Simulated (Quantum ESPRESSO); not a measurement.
## KI in Quantum ESPRESSO: the effect of functional

Crystal: KI.

```
CELL_PARAMETERS angstrom
0.00000 3.53277 3.53277
3.53277 0.00000 3.53277
3.53277 3.53277 0.00000
ATOMIC_POSITIONS crystal
I 0.50000 0.50000 0.50000
K 0.00000 0.00000 0.00000
```

Alike in all runs:

- Program: Quantum ESPRESSO 7.5
- Task: dielectric tensor
- k mesh: 6 × 6 × 6, shifted
- Occupations: fermi-dirac, width 0.05 eV
- Spin: no spin polarisation

| functional | potentials or basis | cutoff | pressure (GPa) | dielectric constant (mean) |
| --- | --- | --- | --- | --- |
| LDA | PseudoDojo 0.4.1 SR LDA standard | 980 eV | ? | ? |
| PBEsol | PseudoDojo 0.4.1 SR PBEsol standard | 1007 eV | -0.3 | 2.91 |
| WC | PseudoDojo 0.4.1 SR PBE standard | 1007 eV | -0.1 | 2.93 |
| BLYP | PseudoDojo 0.4.1 SR PBE standard | 1007 eV | 1.4 | 2.84 |
| AM05 | PseudoDojo 0.4.1 SR PBE standard | 1007 eV | 0.4 | 2.88 |

Task: What does the run with functional LDA give?

Result: Pressure -1.3 GPa; dielectric constant 2.95 mean.

Caveats: the potentials were made for another functional, which shifts forces and pressure (some runs).

Runs at the PBE level aren't shown here.
